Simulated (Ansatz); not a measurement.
# NiI3: the cost of one run

Computed with Ansatz 0.2.0 (DFT PBE, scalar-relativistic, plane waves, PAW, unless a step's input says otherwise).

1 further run of the same task is left out (it didn't finish).

## 1. The structure to begin with

The structure is cubic, space group Pm-3m (No. 221). Conventional cell: a = 5.576 Å, b = 5.576 Å, c = 5.576 Å, α = 90.00°, β = 90.00°, γ = 90.00°. Ni (site symmetry m-3m) is surrounded by 6 I at 2.79 Å. I (site symmetry 4/mmm) is surrounded by 2 Ni at 2.79 Å.

As a file:

```cif
data_structure
_symmetry_space_group_name_H-M 'P 1'
_symmetry_Int_Tables_number 1
_cell_length_a 5.5758
_cell_length_b 5.5758
_cell_length_c 5.5758
_cell_angle_alpha 90.000
_cell_angle_beta 90.000
_cell_angle_gamma 90.000
_cell_volume 173.35
loop_
_atom_site_label
_atom_site_type_symbol
_atom_site_fract_x
_atom_site_fract_y
_atom_site_fract_z
_atom_site_occupancy
Ni1 Ni 0.00000 0.00000 0.00000 1
I1 I 0.50000 0.00000 0.00000 1
I2 I 0.00000 0.50000 0.00000 1
I3 I 0.00000 0.00000 0.50000 1
```

(A quick probe on a coarse mesh, which set the mesh and smearing, is not shown.)

## 3. Relaxing cell and atoms

input.yaml reads:

```yaml
crystal:
  lattice:
    - [5.5758088881, 0.0, 0.0]
    - [0.0, 5.5758088881, 0.0]
    - [0.0, 0.0, 5.5758088881]
  atoms:
    - { symbol: Ni, position: [0.0, 0.0, 0.0] }
    - { symbol: I, position: [0.5, 0.0, 0.0] }
    - { symbol: I, position: [0.0, 0.5, 0.0] }
    - { symbol: I, position: [0.0, 0.0, 0.5] }
basis:
  ecutwfc: 420
kpoints:
  mp_grid: { grid: [8, 8, 8] }
hamiltonian:
  xc: pbe
scf:
  occupations: { method: gaussian, width: 0.1 }
output:
  forces: true
  stress: true
  eigenvalues: true
relax:
  adjacent_minimum: "off"
  f_tol: 0.01
  max_steps: 80
  cell: { stress_tol: 0.05 }
```

On the command line:

```sh
ansatz run input.yaml --threads 1 --pin off --max-ram 2560MiB --backend cpu --events-out ev --progress --plain --runs-dir out
```

**Question.** How long does this run take on 1 thread of Arm Neoverse V2, shared host, and how much memory does it need?

About 68 s, with a peak of 0.52 GiB.
